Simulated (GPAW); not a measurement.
Runs of GPAW 26.7.0 on AlN. It takes space group Fm-3m (No. 225, cubic). Conventional cell: a = 4.069 Å, b = 4.069 Å, c = 4.069 Å, α = 90.00°, β = 90.00°, γ = 90.00°. Al (site symmetry m-3m) is surrounded by 6 N at 2.03 Å. N (site symmetry m-3m) is surrounded by 6 Al at 2.03 Å. Measurements of this composition are mostly on another form, of space group No. 186.

```tsv
task	level	potentials or basis	cell	smearing	gap on the mesh (eV)	pressure (GPa)
single point	PBE	GPAW PAW data sets (gpaw-data 1.2.1), pw	as given	fermi-dirac 0.05 eV	4.56	1.3
single point	RPBE	the program's PAW data sets (release 1.2.1) made for this functional, pw	as given	gaussian 0.1 eV	(a)	6.0
single point	PBE	GPAW PAW data sets (gpaw-data 1.2.1), pw	as given	gaussian 0.02 eV	4.56	1.3
single point	PBE	GPAW PAW data sets (gpaw-data 1.2.1), pw	atoms moved at random, drawn with an rms of 0.05 Å	fermi-dirac 0.05 eV	4.55	1.5
electron localisation function	LDA	the program's PAW data sets (release 1.2.1) made for this functional, pw	cell strained at random at fixed volume	improved-tetrahedron-method	3.92	-9.9
single point	PBE	GPAW PAW data sets (gpaw-data 1.2.1), pw	as given	gaussian 0.05 eV	4.56	1.3
```

Alike in all rows: no spin polarisation; k mesh 11 × 11 × 11; cutoff (eV) 800.

Problem. Estimate the missing entries.

Solution. (a) 4.68.

Caveats: an odd mesh through Γ misses points on the zone boundary, where band edges often lie.
